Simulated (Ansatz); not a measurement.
**ZrGe2P4 monolayer in a perpendicular field**

Wanted: the out-of-plane response of the ZrGe2P4 monolayer. A positive field points along +c.

Main program and level: Ansatz 0.2.0; plane-wave DFT, PBE-D3(BJ), Ansatz PAW.

**1. The structure**

The cell holds 7 atoms: 4 P, 2 Ge and 1 Zr. Its edges and angles: a = 3.580 Å, b = 3.580 Å, c = 49.243 Å, α = 90.0°, β = 90.0°, γ = 120.0°. Vacuum lies along c.

**2. Relaxing the slab**

The starting cell is a guess, so the in-plane lattice and the atoms are relaxed first, with the slab cut off from its images along the normal.

Contents of input.yaml:

```yaml
crystal:
  lattice:
    - [3.58, 0.0, 0.0]
    - [-1.79, 3.1003709455, 0.0]
    - [0.0, 0.0, 49.2434893957]
  atoms:
    - { symbol: P, position: [0.0, 0.0, 0.4071604236] }
    - { symbol: Ge, position: [0.3333333333, 0.6666666667, 0.4224633457] }
    - { symbol: P, position: [0.3333333333, 0.6666666667, 0.4671393024] }
    - { symbol: Zr, position: [0.0, 0.0, 0.5] }
    - { symbol: P, position: [0.3333333333, 0.6666666667, 0.5328606976] }
    - { symbol: Ge, position: [0.3333333333, 0.6666666667, 0.5775366543] }
    - { symbol: P, position: [0.0, 0.0, 0.5928395764] }
  periodic: [true, true, false]
kpoints:
  mp_grid: { grid: [12, 12, 1] }
hamiltonian:
  xc: pbe
  dispersion: d3bj
scf:
  occupations: { method: fermi_dirac, width: 0.05 }
  convergence: { dr2_threshold: 1.0e-09 }
relax:
  f_tol: 0.004
  max_steps: 90
  cell: {}
output:
  write_potential: true
  write_density: true
  volumetric_format: npy
```

Launch:

```bash
ansatz run input.yaml --threads 2 --pin off --max-ram 3072MiB --backend cpu --events-out ev --progress --plain --runs-dir out
```

Numbers of over 12 decimals in the logs are rounded to 6 here.

Log:

```text
Warning: relax.cell: scf.convergence.dr2_threshold = 1e-9 eV is looser than the 1.9100988191e-10 eV advised for a relaxation that steers and ends on the stress (1e-10 eV for each atom of the cell: 7, times the square of relax.cell.stress_2d_tol = 0.05 N/m over 19.1 Å (the atoms' height at the walk's start and 5 Å past either face), 2.612e-2 GPa, over a crystal's default 0.05). What an SCF threshold leaves in a stress goes as its square root, and in the free energy as the threshold itself, and one threshold admits the most on a small cell: [figures from the program's tests cut] Set scf.convergence.dr2_threshold to 1.9100988191e-10 eV or tighter. [rest of the remark cut]
Engine: ansatz 0.2.0, aarch64-unknown-linux-gnu
Pseudopotentials: kind: paw
Pseudopotential: P, paw, valence charge 5, recommended cutoff 420 eV (normal), P.paw.azcp
Pseudopotential: Ge, paw, valence charge 14, recommended cutoff 420 eV (normal), Ge.paw.azcp
Pseudopotential: Zr, paw, valence charge 12, recommended cutoff 420 eV (normal), Zr.paw.azcp
Functional definition: PBE
  parameter kappa = 0.804
  parameter beta = 0.066725
  exchange = pbe_x(kappa = kappa, mu = beta*pi^2/3)
  correlation = pbe_c(beta = beta)
Crystal: 7 atoms, lattice volume = 546.570 Å³
Basis set: ecut = 420 eV, 10515 PW (Γ), exchange–correlation on 48×48×720 points (8 copies of the dense FFT grid, shifted against one another)
Bands: 37, of which v1, the nominal top of the filled ones, is band 30 counted from 1 (29 counted from 0)
Symmetry: 12 space group operations
Space group: P-6m2 (ITA 187), of the structure as read, at distance tolerance 8.2e-5 Å
k-points: 19 of 144 (time reversal used)
Non-local potential: P, projectors of the file, l = 0: 2, l = 1: 2, l = 2: 2
Non-local potential: Ge, projectors of the file, l = 0: 2, l = 1: 2, l = 2: 3, l = 3: 1
Non-local potential: Zr, projectors of the file, l = 0: 3, l = 1: 2, l = 2: 2, l = 3: 2
PAW form: soft (Blöchl's): semilocal exchange-correlation on the pseudo side does not see the compensation charge
PAW one-centre angular grid: P, 110 points (default); XC on 64 Gauss nodes
PAW one-centre angular grid: Ge, 590 points (default); XC on 64 Gauss nodes
PAW one-centre angular grid: Zr, 590 points (default); XC on 64 Gauss nodes
Initial density: superposition of atomic densities (neutral atoms: chi_scale 0, normalization atom), corrected by the library's trained network
Initial wavefunctions: pseudopotential atomic-orbital guess
Functional: x = pbe(κ = 0.804, μ = 0.219515), c = pbe(β = 0.066725)
SCF iter   1: F=—  HF=-15799.296470 eV  |F-HF|=—  |Δ(HF+E_count)|=         —  Δρ=2.81e-3  dr2=3.08e-1  ethr=1.77e-3  ⟨swp⟩=13.6  Hψ=4763  notcnv=0  defer=8
preconditioner: auto → LDOS  [metal: Δε(μ)=0.077 eV  Ē_g=8.123 eV  σ=0.050 eV  W_gap=0.33  n_scr=28 (ndim 8)  ℏωp=9.0 eV  f_vac=0.732  D(μ)=1.65/eV (n_scr^D=10)  β→1.0]
SCF iter   2: F=—  HF=-15799.307176 eV  |F-HF|=—  |Δ(HF+E_count)|=   1.07e-2  Δρ=2.71e-3  dr2=4.04e-1  ethr=5.13e-4  ⟨swp⟩=4.4  Hψ=1449  notcnv=0  defer=23
SCF iter   3: F=—  HF=-15799.263889 eV  |F-HF|=—  |Δ(HF+E_count)|=   4.33e-2  Δρ=3.54e-4  dr2=1.00e-3  ethr=5.13e-4  ⟨swp⟩=3.2  Hψ=1063  notcnv=0  defer=23
SCF iter   4: F=—  HF=-15799.264814 eV  |F-HF|=—  |Δ(HF+E_count)|=   9.26e-4  Δρ=2.18e-4  dr2=1.07e-3  ethr=1.67e-6  ⟨swp⟩=3.9  Hψ=1861  notcnv=0  defer=20
SCF iter   5: F=—  HF=-15799.264586 eV  |F-HF|=—  |Δ(HF+E_count)|=   2.29e-4  Δρ=7.25e-5  dr2=7.32e-5  ethr=1.67e-6  ⟨swp⟩=2.9  Hψ=1121  notcnv=0  defer=20
SCF iter   6: F=—  HF=-15799.264538 eV  |F-HF|=—  |Δ(HF+E_count)|=   4.78e-5  Δρ=2.49e-5  dr2=1.51e-5  ethr=1.22e-7  ⟨swp⟩=2.9  Hψ=1325  notcnv=0  defer=20
SCF iter   7: F=—  HF=-15799.264534 eV  |F-HF|=—  |Δ(HF+E_count)|=   4.45e-6  Δρ=9.43e-6  dr2=1.75e-6  ethr=2.52e-8  ⟨swp⟩=3.2  Hψ=1300  notcnv=0  defer=20
SCF iter   8: F=—  HF=-15799.264561 eV  |F-HF|=—  |Δ(HF+E_count)|=   2.72e-5  Δρ=3.15e-6  dr2=1.52e-7  ethr=2.92e-9  ⟨swp⟩=3.5  Hψ=1500  notcnv=0  defer=20
SCF iter   9: F=—  HF=-15799.264561 eV  |F-HF|=—  |Δ(HF+E_count)|=   3.01e-8  Δρ=9.82e-7  dr2=7.61e-9  ethr=2.54e-10  ⟨swp⟩=3.3  Hψ=1525  notcnv=0  defer=20
SCF iter  10: F=-15799.264561 eV  HF=-15799.264561 eV  |F-HF|=5.72e-9  |Δ(HF+E_count)|=   8.68e-9  Δρ=3.32e-7  dr2=4.17e-10  ethr=1.67e-12  ⟨swp⟩=12.6  Hψ=6164  notcnv=0
SCF 1 converged in 10 iterations: F = -15799.264561 eV  dr2 = 4.17e-10
  greatest PAW one-centre occupation: 0.998 electrons in one spin orbital (limit 2), on the Ge atom at site 1 (counted from 0), in its partial waves of l = 2
relax step   1: F+E_penalty+E_count = -15799.26456085 eV  Δ(F+E_penalty+E_count) = +0.000e0 eV  max|allowed force component| = 3.187e0 eV/Å  Δτ_max = 0.0000 Å  P = +12.395 N/m  Ω = 546.570 Å³  fix = [c, alpha, beta]  reactions: c +0.000 N/m  (10 SCF iters, accepted)
Crystal: 7 atoms, lattice volume = 550.632 Å³
Basis set: ecut = 420 eV, 10569 PW (Γ), exchange–correlation on 48×48×720 points (8 copies of the dense FFT grid, shifted against one another)
Initial density: handed on by an earlier stage of this run
Initial wavefunctions: those handed on with the density
iter 1 solved again at ethr=5.73e-4 eV; its pass at ethr=3.10e-3 eV (dr2=3.44e-1 eV) is discarded
SCF iter   1: F=—  HF=-15800.533140 eV  |F-HF|=—  |Δ(HF+E_count)|=         —  Δρ=5.85e-3  dr2=3.40e-1  ethr=5.73e-4  ⟨swp⟩=2.4  Hψ=5674  notcnv=0
preconditioner: auto → LDOS  [metal: Δε(μ)=0.010 eV  Ē_g=7.899 eV  σ=0.050 eV  W_gap=0.05  n_scr=28 (ndim 8)  ℏωp=9.0 eV  f_vac=0.726  D(μ)=1.45/eV (n_scr^D=10)  β→1.0]
SCF iter   2: F=—  HF=-15800.534678 eV  |F-HF|=—  |Δ(HF+E_count)|=   1.54e-3  Δρ=4.18e-3  dr2=3.58e-1  ethr=5.67e-4  ⟨swp⟩=6.3  Hψ=1957  notcnv=0  defer=1
SCF iter   3: F=—  HF=-15800.459645 eV  |F-HF|=—  |Δ(HF+E_count)|=   7.50e-2  Δρ=1.08e-3  dr2=2.93e-2  ethr=5.67e-4  ⟨swp⟩=4.1  Hψ=1474  notcnv=0  defer=26
SCF iter   4: F=—  HF=-15800.455705 eV  |F-HF|=—  |Δ(HF+E_count)|=   3.94e-3  Δρ=3.76e-4  dr2=3.72e-3  ethr=4.88e-5  ⟨swp⟩=3.1  Hψ=1332  notcnv=0  defer=26
SCF iter   5: F=—  HF=-15800.455186 eV  |F-HF|=—  |Δ(HF+E_count)|=   5.18e-4  Δρ=1.17e-4  dr2=7.21e-5  ethr=6.20e-6  ⟨swp⟩=2.9  Hψ=1162  notcnv=0  defer=26
SCF iter   6: F=—  HF=-15800.455169 eV  |F-HF|=—  |Δ(HF+E_count)|=   1.69e-5  Δρ=4.33e-5  dr2=1.14e-5  ethr=1.20e-7  ⟨swp⟩=3.1  Hψ=1502  notcnv=0  defer=26
SCF iter   7: F=—  HF=-15800.455176 eV  |F-HF|=—  |Δ(HF+E_count)|=   6.24e-6  Δρ=1.77e-5  dr2=1.85e-6  ethr=1.90e-8  ⟨swp⟩=2.8  Hψ=1377  notcnv=0  defer=26
SCF iter   8: F=—  HF=-15800.455204 eV  |F-HF|=—  |Δ(HF+E_count)|=   2.85e-5  Δρ=4.95e-6  dr2=1.14e-7  ethr=3.08e-9  ⟨swp⟩=3.1  Hψ=1519  notcnv=0  defer=26
[...]
SCF iter   8: F=—  HF=-15800.626251 eV  |F-HF|=—  |Δ(HF+E_count)|=   2.39e-5  Δρ=3.60e-6  dr2=9.37e-8  ethr=1.78e-9  ⟨swp⟩=3.4  Hψ=1524  notcnv=0  defer=22
SCF iter   9: F=—  HF=-15800.626251 eV  |F-HF|=—  |Δ(HF+E_count)|=   7.09e-8  Δρ=1.12e-6  dr2=7.89e-9  ethr=1.56e-10  ⟨swp⟩=3.1  Hψ=1446  notcnv=0  defer=22
SCF iter  10: F=-15800.626251 eV  HF=-15800.626251 eV  |F-HF|=1.88e-9  |Δ(HF+E_count)|=   8.05e-9  Δρ=3.18e-7  dr2=7.29e-10  ethr=1.67e-12  ⟨swp⟩=12.3  Hψ=5963  notcnv=0
SCF 3 converged in 10 iterations: F = -15800.626251 eV  dr2 = 7.29e-10
relax step   3: F+E_penalty+E_count = -15800.62625096 eV  Δ(F+E_penalty+E_count) = -1.710e-1 eV  max|allowed force component| = 1.876e-1 eV/Å  Δτ_max = 0.1265 Å  P = +1.231 N/m  Ω = 567.253 Å³  energy of the carried Pulay correction = -9.276e-4 eV  fix = [c, alpha, beta]  reactions: c +0.000 N/m  (10 SCF iters, accepted)
[...]
relax step   4: F+E_penalty+E_count = -15800.63922933 eV  Δ(F+E_penalty+E_count) = -1.298e-2 eV  max|allowed force component| = 5.414e-2 eV/Å  Δτ_max = 0.0371 Å  P = +0.058 N/m  Ω = 577.279 Å³  energy of the carried Pulay correction = -1.365e-3 eV  fix = [c, alpha, beta]  reactions: c +0.000 N/m  (9 SCF iters, accepted)
[...]
relax step   5: F+E_penalty+E_count = -15800.63947723 eV  Δ(F+E_penalty+E_count) = -2.479e-4 eV  max|allowed force component| = 1.018e-2 eV/Å  Δτ_max = 0.0037 Å  P = -0.008 N/m  Ω = 577.864 Å³  energy of the carried Pulay correction = -1.390e-3 eV  fix = [c, alpha, beta]  reactions: c -0.000 N/m  (7 SCF iters, accepted)
[...]
relax step   6: F+E_penalty+E_count = -15800.63948430 eV  Δ(F+E_penalty+E_count) = -7.069e-6 eV  max|allowed force component| = 6.391e-4 eV/Å  Δτ_max = 0.0008 Å  P = -0.004 N/m  Ω = 577.864 Å³  energy of the carried Pulay correction = -1.390e-3 eV  fix = [c, alpha, beta]  reactions: c -0.000 N/m  (6 SCF iters, accepted)
Basis set: ecut = 420 eV, 11289 PW (Γ), exchange–correlation on 50×50×720 points (8 copies of the dense FFT grid, shifted against one another)
Initial wavefunctions: pseudopotential atomic-orbital guess (no wavefunctions were taken with the density)
iter 1 solved again at ethr=3.30e-7 eV; its pass at ethr=3.10e-3 eV (dr2=1.98e-4 eV) is discarded
SCF iter   1: F=—  HF=-15800.611965 eV  |F-HF|=—  |Δ(HF+E_count)|=         —  Δρ=4.64e-4  dr2=3.60e-5  ethr=3.30e-7  ⟨swp⟩=5.4  Hψ=7575  notcnv=0
preconditioner: auto → LDOS  [metal: Δε(μ)=0.052 eV  Ē_g=7.624 eV  σ=0.050 eV  W_gap=0.25  n_scr=28 (ndim 8)  ℏωp=8.7 eV  f_vac=0.723  D(μ)=0.70/eV (n_scr^D=6)  β→1.0]
SCF iter   2: F=—  HF=-15800.641294 eV  |F-HF|=—  |Δ(HF+E_count)|=   2.93e-2  Δρ=2.76e-5  dr2=5.74e-5  ethr=5.99e-8  ⟨swp⟩=4.1  Hψ=1467  notcnv=0
SCF iter   3: F=—  HF=-15800.641293 eV  |F-HF|=—  |Δ(HF+E_count)|=   1.46e-6  Δρ=3.91e-5  dr2=6.45e-5  ethr=5.99e-8  ⟨swp⟩=2.9  Hψ=1085  notcnv=0
SCF iter   4: F=—  HF=-15800.641234 eV  |F-HF|=—  |Δ(HF+E_count)|=   5.86e-5  Δρ=1.50e-5  dr2=6.03e-6  ethr=5.99e-8  ⟨swp⟩=2.3  Hψ=899  notcnv=0
SCF iter   5: F=—  HF=-15800.641271 eV  |F-HF|=—  |Δ(HF+E_count)|=   3.68e-5  Δρ=5.12e-6  dr2=1.10e-6  ethr=1.00e-8  ⟨swp⟩=2.9  Hψ=1129  notcnv=0
SCF iter   6: F=—  HF=-15800.641309 eV  |F-HF|=—  |Δ(HF+E_count)|=   3.83e-5  Δρ=1.41e-6  dr2=2.04e-8  ethr=1.83e-9  ⟨swp⟩=2.5  Hψ=930  notcnv=0
SCF iter   7: F=—  HF=-15800.641310 eV  |F-HF|=—  |Δ(HF+E_count)|=   2.89e-7  Δρ=5.86e-7  dr2=2.02e-9  ethr=3.41e-11  ⟨swp⟩=3.3  Hψ=1540  notcnv=0
SCF iter   8: F=-15800.641310 eV  HF=-15800.641310 eV  |F-HF|=2.47e-10  |Δ(HF+E_count)|=   1.05e-8  Δρ=2.13e-7  dr2=4.90e-10  ethr=1.67e-12  ⟨swp⟩=15.3  Hψ=6171  notcnv=0
SCF 7 converged in 8 iterations: F = -15800.641310 eV  dr2 = 4.90e-10
relax step   7: F+E_penalty+E_count = -15800.64130965 eV  Δ(F+E_penalty+E_count) = -1.825e-3 eV  max|allowed force component| = 6.900e-4 eV/Å  Δτ_max = 0.0000 Å  P = +0.025 N/m  Ω = 577.864 Å³  fix = [c, alpha, beta]  reactions: c +0.000 N/m  stress off target by 2.51e-2 N/m on what of the cell is left free  SCF on the basis re-selected at this cell (its energy is not comparable with the rows above)  (8 SCF iters)
basis re-selected at this cell: Δ(F+E_penalty+E_count) = -1.825e-3 eV, ΔP = +0.029 N/m vs the last step (what re-selecting the basis moved, of the pressure what is left beyond the Pulay correction that the steps carried, after the strain that the cell walked since its last selection, with what the two solves' SCF thresholds leave and, on support functions, any second-order correction that the steps lacked; it is no measure of the basis error at this ecutwfc). The dense FFT grid was sized anew with the basis: this SCF ran on 25×25×360 points, the steps before it on 24×24×360, so part of this shift can come from that change (see relax.cell in the input reference). [rest of the remark cut]
SCF converged after 8 iterations
Free energy (F): -15800.641310 eV
Harris-Foulkes:  -15800.641310 eV  (|F-HF|=2.47e-10)
Internal energy: -15800.634979 eV  (E = F + TS)
E sigma→0 (E₀):  -15800.638145 eV
Entropy (-TS):   -0.006330 eV (-0.904 meV/atom)
Fermi energy:    -5.576519 eV
--- Per-component energies (eV) ---
  E_band       = -1235.591777
  E_kinetic    = 836.437418
  E_local      = -240183.794290  (includes V_loc(G=0)·N_el)
  E_nonlocal   = 1054.213331
  E_hartree    = 119179.420080
  E_xc         = -558.274521
  E_vxc        = -562.465155  (∫ρ·V_xc dr)
  E_paw        = -9272.770569  (= ΣΔE_a)
  E_vpaw       = -738.827414  (= ΣTr[D̂ρ^β])
  E_aug_tail   = 0.000668  (compensation charges beyond the density's cutoff)
  E_ewald      = 113146.313296
  E_disp       = -2.180393  (pairwise vdW)
  E_smearing   = -0.006330  (= −TS)
  E_closure    = -0.000000  (closes the sum)
  Σ components = -15800.641310   (vs F -15800.641310, Δ=0.00e0)
--- Forces (eV/Å), atoms counted from 1 ---
  atom   1  P     -0.00000000    -0.00000000     0.00032944
  atom   2  Ge     0.00000000     0.00000000    -0.00061334
  atom   3  P      0.00000000    -0.00000000     0.00069002
  atom   4  Zr     0.00000000    -0.00000000     0.00000000
  atom   5  P      0.00000000    -0.00000000    -0.00069002
  atom   6  Ge     0.00000000     0.00000000     0.00061334
  atom   7  P     -0.00000000    -0.00000000    -0.00032944
  max |Σ_I F_I| component: 7.59e-16 eV/Å
--- 2D stress c σ (N/m, compression-positive) ---
        0.025091      -0.000000      -0.000000
       -0.000000       0.025091      -0.000000
       -0.000000      -0.000000       0.000000
  P = ½ c Tr σ = 0.0251 N/m
--- Band table (eV; the first three rows and the last of 19) ---
  k-point 0: bands = [... 26 lower, -6.3080, -6.0993, -5.6112, -5.6112, -4.7364, -3.7571, -3.3952, -2.4633, ... 3 higher]
  k-point 1: bands = [... 26 lower, -6.4357, -6.1884, -5.7353, -5.7307, -4.6038, -3.2312, -3.0816, -2.4789, ... 3 higher]
  k-point 2: bands = [... 26 lower, -6.5248, -6.4243, -6.0336, -6.0323, -4.7053, -3.2237, -3.2176, -2.2768, ... 3 higher]
  k-point 18: bands = [... 26 lower, -7.8684, -7.6527, -6.7068, -5.9458, -4.1325, -3.6998, -3.0496, -2.8681, ... 3 higher]
  the weakly bound empty levels are not read free of the cell's end (no_gap_told)
--- Relaxed structure (6 steps of the walk, 6 accepted, 1 SCFs on fresh bases) ---
  F+E_penalty+E_count = -15800.64130965 eV   max|allowed force component| = 6.900e-4 eV/Å   (the final SCF, on the basis selected at the relaxed cell)
  cell:  # Å, volume = 577.8642 Å³
    - [3.681062, 5.6100937869014135e-18, 0]
    - [-1.840531, 3.187894, 0]
    - [0, 0, 49.2434893957]
  atoms:
    - { symbol: P, position: [1.2065274464013217e-17, -5.135725556199064e-17, 0.401300] }
    - { symbol: Ge, position: [0.333333, 0.666667, 0.422451] }
    - { symbol: P, position: [0.333333, 0.666667, 0.469490] }
    - { symbol: Zr, position: [1.0573552618554956e-17, -5.135725556199064e-17, 0.5] }
    - { symbol: P, position: [0.333333, 0.666667, 0.530510] }
    - { symbol: Ge, position: [0.333333, 0.666667, 0.577549] }
    - { symbol: P, position: [9.081830773096732e-18, -5.135725556199064e-17, 0.598700] }
```

Wall time 2.8 min (2 threads of Arm Neoverse V2, shared host); peak memory 0.92 GiB.

Relaxation path:

```tsv
step	energy less that of the first step (eV)	largest force component (eV/Å)	volume (Å³)
1	0.0000	3.1872	546.57
2	-1.1906	0.7486	550.63
3	-1.3617	0.1876	567.25
4	-1.3747	0.0541	577.28
5	-1.3749	0.0102	577.86
6	-1.3749	0.0006	577.86
7*	-1.3767	0.0007	577.86
```

Relaxation steps marked * repeat the geometry before them on a plane-wave basis chosen anew for their cell, so energy and pressure can jump there.

The run keeps the 12 symmetry operations that it works with, so distortions that break them were not tested.

```tsv
cell as run	before	after	change
a (Å)	3.580	3.681	+2.8 %
b (Å)	3.580	3.681	+2.8 %
```

The atoms that moved most (Å, along periodic axes as changes of fractional coordinates times the final cell, across vacuum about the mean position):

```tsv
atom	dx	dy	dz	length
P1	0.000	0.000	-0.289	0.289
P7	0.000	0.000	0.289	0.289
P5	0.000	0.000	-0.116	0.116
P3	0.000	0.000	0.116	0.116
```

Numbers from this step:

* energy at zero smearing: -15800.6381 eV

The lattice constant a goes from 3.580 to 3.681 Å.

(Part 1 of 2 ends here.)

[Logs are printed without paths, hosts, clocks, repeated set-up lines and the standing remarks that a program may print on its own settings, such as how far it seeks lower states.]

[Hosts, paths, dates, database ids (printed as entryN), source tags and the programs' standing remarks are cut or masked in the printed files.]

[Maps of the electrostatic potential energy from Ansatz leave out the sawtooth potential of an applied field or a dipole correction, so their vacuum need not be flat; planar profiles and work functions include it.]
